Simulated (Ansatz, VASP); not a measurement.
**Cd: VASP beside Ansatz**

```xyz
1
Lattice="0.0000 2.1882 2.1882 2.1882 0.0000 2.1882 2.1882 2.1882 0.0000" Properties=species:S:1:pos:R:3 pbc="T T T"
Cd    0.0000    0.0000    0.0000
```

Change from the starting cell: volume scaled by 0.96.

Alike in both runs: task single point; functional PBEsol; dispersion D4; k mesh 8 × 8 × 8; occupations methfessel-paxton of order 1, width 0.05 eV; non-collinear spin, spin-orbit coupling.

|  | VASP | Ansatz |
| --- | --- | --- |
| version | VASP 6.6.1 | Ansatz 0.2.0 |
| potentials or method | VASP PAW PBE potentials, release 64 (Cd), cutoff 520 eV | all-electron LAPW, relativistic spinors |

|  | VASP | Ansatz | Ansatz less VASP |
| --- | --- | --- | --- |
| gap on the k mesh at the Fermi level (eV) | none | none | - |
| pressure (GPa) | -1.4 | -1.9 | -0.42 |
| net moment per atom (μB) | 0.00 | 0.00 | 0.000 |
| dispersion energy (meV/atom) | -243.3 | -243.5 | -0.16 |

A gap of «none» marks a metal or a gap that the smearing closes. Ansatz ran all-electron here, so the differences hold the error of VASP's frozen core and of both bases.

Caveats: the PAW data sets were made with another functional, which shifts forces and pressure a little (VASP); the k mesh is thin for a metal, which can move the energy by tens of meV per atom (Ansatz); pairwise dispersion overbinds metals, which lowers pressure and volume (Ansatz); the starting moments weren't kept (Ansatz).
